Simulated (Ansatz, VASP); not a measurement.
Two plane-wave programs on Si2W (rat)

```
Si W
1.0
    -1.66532    1.63446    3.91866
     1.55154   -1.59104    3.92094
     1.68156    1.57094   -3.92646
Si W
2 1
Direct
  0.32625 0.36651 0.02286
  0.65059 0.67292 0.99288
  0.97504 0.00778 0.96722
```

Alike in both runs: task single point; functional PBE; k mesh 6 × 6 × 8; occupations gaussian, width 0.1 eV; no spin polarisation.

```csv
,VASP,Ansatz
version,VASP 6.6.1,Ansatz 0.2.0
potentials or method,"VASP PAW PBE potentials, release 64 (Si, W_sv)","scalar-relativistic, plane waves, PAW"
plane-wave cutoff (eV),520,420
valence electrons in the cell,22,22
```

|  | VASP | Ansatz | Ansatz less VASP |
| --- | --- | --- | --- |
| gap on the k mesh at the Fermi level (eV) | none | none | - |
| pressure (GPa) | 3.6 | 3.5 | -0.07 |
| largest component of the traceless stress (GPa) | 3.41 | 3.41 | -0.008 |
| rms of the force components (eV/Å) | 0.531 | 0.530 | -0.0008 |

Atom by atom the forces differ by 0.002 eV/Å (rms over components). A gap of «none» marks a metal or a gap that the smearing closes. With one functional, cell and mesh, what is left measures potentials, basis and numerics.

Caveats: forces of over 1 eV/Å show positions far from the minimum, so gaps and moduli don't describe the material at rest. The runs have no spin-orbit coupling, so splittings on W are missing.
